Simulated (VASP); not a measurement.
Write the native input for VASP 6.6.1 that does the following.

- Task: relaxation of cell and atoms
- Functional: PBE
- Potentials or basis: VASP PAW PBE potentials, release 64 (C)
- Cutoff: 520 eV
- k mesh: 14 × 14 × 14
- Occupations: gaussian, width 0.02 eV
- Spin: no spin polarisation
- Further INCAR settings: ALGO = Fast; EDIFF = 1e-07; IBRION = 2; EDIFFG = -0.002; NSW = 80; ISIF = 3

The structure of C lies in POSCAR:

```
C
1.0
    0.0000000000      1.7833700000      1.7833700000
    1.7833700000      0.0000000000      1.7833700000
    1.7833700000      1.7833700000      0.0000000000
C
2
Direct
    0.0000000000      0.0000000000      0.0000000000
    0.2500000000      0.2500000000      0.2500000000
```

This isn't the form of C at room conditions, which is graphite.

These files were run (other wordings do the same):

INCAR

```
PREC = Accurate ; ENCUT = 520
EDIFF = 1E-7 ; ISMEAR = 0
SIGMA = 0.02 ; LREAL = False
LASPH = True ; NELM = 80
ALGO = Fast ; ISIF = 3
LWAVE = False ; LCHARG = False
GGA = PE ; IBRION = 2
NSW = 80 ; EDIFFG = -0.002
```

KPOINTS

```
regular mesh
0
Gamma
  14 14 14
```

Potentials or basis: VASP PAW PBE potentials, release 64 (C).

Run with:

```console
$ cat potpaw_PBE.64/C/POTCAR > POTCAR
$ mpirun -np 1 vasp_std > vasp.out
```

Results of the run:

- Relaxed volume: 5.70 Å³/atom
- Relaxed cell: a = 2.527 Å, b = 2.527 Å, c = 2.527 Å, α = 60.00°, β = 60.00°, γ = 60.00°
- Space group after relaxing (to 0.05 Å): Fd-3m (No. 227)
- Energy gained by relaxing: 0.2 meV/atom
- Ionic steps: 3
- Pressure after relaxing: 0.0 GPa
- Band gap on the k mesh: 4.12 eV, indirect (least direct gap 5.57 eV)

Wall time 19 s on 1 thread of AMD EPYC 7R13 Processor (Zen 3), on a shared host, peak memory 0.09 GiB.
